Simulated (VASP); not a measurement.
A run of VASP 6.6.1 is set up as follows.

POSCAR

```
K
1.0
   -2.6180000000      2.6180000000      2.6180000000
    2.6180000000     -2.6180000000      2.6180000000
    2.6180000000      2.6180000000     -2.6180000000
K
1
Direct
    0.0000000000      0.0000000000      0.0000000000
```

INCAR.step1

```
ALGO = Normal ; EDIFF = 1E-8
EDIFFG = -0.002 ; ENCUT = 600
GGA = PE ; IBRION = 2
ISIF = 3 ; ISMEAR = 0
LASPH = True ; LCHARG = False
LREAL = False ; LWAVE = False
NELM = 100 ; NSW = 40
PREC = Accurate ; SIGMA = 0.1
```

INCAR.step2

```
ALGO = Normal ; EDIFF = 1E-8
ENCUT = 600 ; GGA = PE
IBRION = 6 ; ISIF = 3
ISMEAR = 0 ; LASPH = True
LCHARG = False ; LREAL = False
LWAVE = False ; NELM = 100
NFREE = 2 ; NSW = 1
POTIM = 0.015 ; PREC = Accurate
SIGMA = 0.1
```

The input KPOINTS:

```
k-points
0
Gamma
  12 12 12
```

Potentials or basis: VASP PAW PBE potentials, release 64 (K_sv).

Run with:

```console
$ cat potpaw_PBE.64/K_sv/POTCAR > POTCAR
$ cp INCAR.step1 INCAR
$ mpirun -np 1 vasp_std > vasp.out
$ cp CONTCAR POSCAR
$ cp INCAR.step2 INCAR
$ mpirun -np 1 vasp_std > vasp.out
```

Estimate the elastic constants C11, C12, C44.

4, 4, 2 GPa.

Estimate the Voigt bulk modulus.

4 GPa.

Estimate the relaxed cell.

a = 4.574 Å, b = 4.574 Å, c = 4.574 Å, α = 109.47°, β = 109.47°, γ = 109.47°.

Elastic tensor in Voigt notation (GPa, in the Cartesian axes of the cell as first typed):
```
4 4 4 0 0 0
4 4 4 0 0 0
4 4 4 0 0 0
0 0 0 2 0 0
0 0 0 0 2 0
0 0 0 0 0 2
```

Caveat: the elastic tensor has a negative eigenvalue, so either the cell is unstable as it stands or the mesh is too thin.
